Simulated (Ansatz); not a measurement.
The system is La.

```
La
1.0
     3.75000    0.00000    0.00000
    -1.87500    3.24760    0.00000
     0.00000    0.00000    6.07000
La
2
Direct
  0.66667 0.33333 0.75000
  0.33333 0.66667 0.25000
```

This isn't the form of La at room conditions, which is double hcp.

Base run:

```yaml
Program: Ansatz 0.2.0
Functional: PBE
Potentials_or_basis: Ansatz PAW
Cutoff: 420 eV
Density_cutoff: 1680 eV
k_mesh: 8 × 8 × 5
Occupations: fermi-dirac, width 0.05 eV
Spin: no spin polarisation
```

Its results: band gap on the k mesh none (metal or under the smearing width); pressure 0.7 GPa.

Question: The run is repeated on the same cell with these changes: functional from PBE to PBEsol. What comes out?

Answer: Band gap on the k mesh none (metal or under the smearing width); pressure -1.5 GPa.

PBEsol binds more tightly than PBE, so the same cell stands under less pressure.

Caveats: the PAW data sets come from PBE, with cores solved anew for the run's functional, which leaves a small shift of forces and pressure (some runs).

Not every run made on this cell is shown here.
